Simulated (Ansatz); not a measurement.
Set up this calculation in Ansatz 0.2.0, as the native input.

```
Task                      : single point
Functional                : rPW86-PBE
Dispersion                : D3(BJ)
Potentials or basis       : all-electron LAPW, point nuclei
Cutoff                    : 187 eV (chosen from the basis error)
Basis error allowed       : 0.0005 eV/atom
k mesh                    : 7 × 7 × 7
Occupations               : fermi-dirac, width 0.15 eV
Spin                      : non-collinear spin, ferromagnetic start
Starting moments          : [[0.289, 0.289, 0.289]] μB
Sphere radius (all atoms) : 1.664 Å
```

Bi:

```
Bi
1.0
    -1.98143    1.98143    1.98143
     1.98143   -1.98143    1.98143
     1.98143    1.98143   -1.98143
Bi
1
Direct
  0.00000 0.00000 0.00000
```

This isn't the form of Bi at room conditions, which is rhombohedral.

One way to write it, as run:

input.yaml

```yaml
crystal:
  lattice:
    - [-1.9814305318, 1.9814305318, 1.9814305318]
    - [1.9814305318, -1.9814305318, 1.9814305318]
    - [1.9814305318, 1.9814305318, -1.9814305318]
  atoms:
    - { symbol: Bi, position_ang: [0.0, 0.0, 0.0], spin: 0.501, spin_axis: [0.57735, 0.57735, 0.57735] }
kpoints:
  mp_grid: { grid: [7, 7, 7] }
scf:
  occupations: { method: fermi_dirac, width: 0.15 }
hamiltonian:
  xc: { exchange: rpw86, correlation: pbe }
  dispersion: d3bj
  pseudopotentials:
    kind: all_electron
    lapw: { basis_error: 0.0005, muffin_tin_radii: { Bi: 1.664 } }
    nuclear_model: point
magnetization:
  noncollinear: true
output:
  forces: true
  stress: true
  eigenvalues: true
```

Potentials or basis: all-electron LAPW, point nuclei.

Run with:

```bash
$ ansatz run input.yaml --threads 1 --pin off --max-ram 2560MiB --backend cpu --events-out ev --progress --plain --runs-dir out
```

Results of the run:

```
Pressure               : 2.6 GPa
Band gap on the k mesh : none (metal or under the smearing width)
Net moment             : 0.00 μB per cell
Absolute moment        : 0.00 μB per cell
```

Caveat: the k mesh is thin for a metal, which can move the energy by tens of meV per atom; spin-orbit coupling is left out, which moves the levels of the heavy elements; pairwise dispersion overbinds metals, which lowers pressure and volume; the starting moments weren't kept.

Wall time 14 s on 1 thread of Intel(R) Xeon(R) 6975P-C (Granite Rapids), with other jobs on the host, peak memory 0.43 GiB.
